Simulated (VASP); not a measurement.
Here is a VASP 6.6.1 calculation.

Contents of INCAR:

```
SYSTEM = P
  PREC = Accurate
  ENCUT = 520
  EDIFF = 1E-7
  ISMEAR = 0
  SIGMA = 0.1
  LREAL = .False.
  LASPH = .True.
  NELM = 80
  ALGO = Normal
  ISIF = 3
  LWAVE = .False.
  LCHARG = .False.
  GGA = PS
  IVDW = 12
  IBRION = 2
  NSW = 80
  EDIFFG = -0.15
  PSTRESS = 30.0
```

The input KPOINTS:

```
Automatic mesh
0
Gamma
  15 15 15
  0 0 0
```

The input POSCAR:

```
P                                       
1.0
    1.6815754807      0.9708580591      2.7514884694
   -1.6815754807      0.9708580591      2.7514884694
    0.0000000000     -1.9417161078      2.7514884691
  P             
     2
Direct
     0.2442204276050784    0.2442204276050784    0.2442204276068476
     0.7557795723949217    0.7557795723949217    0.7557795723931524
```

Potentials or basis: VASP PAW PBE potentials, release 64 (P).

Command:

```console
$ cat potpaw_PBE.64/P/POTCAR > POTCAR
$ mpirun -np 1 vasp_std > vasp.out
```

(1) Estimate the band gap on the k mesh.

(2) Predict the dispersion energy per atom.

Answers

(1) none (metal or under the smearing width).

(2) -0.421 eV.

Caveat: the relaxation stopped at its first step, so nothing moved; the cell is relaxed towards a set pressure, so the enthalpy falls and the energy may rise.
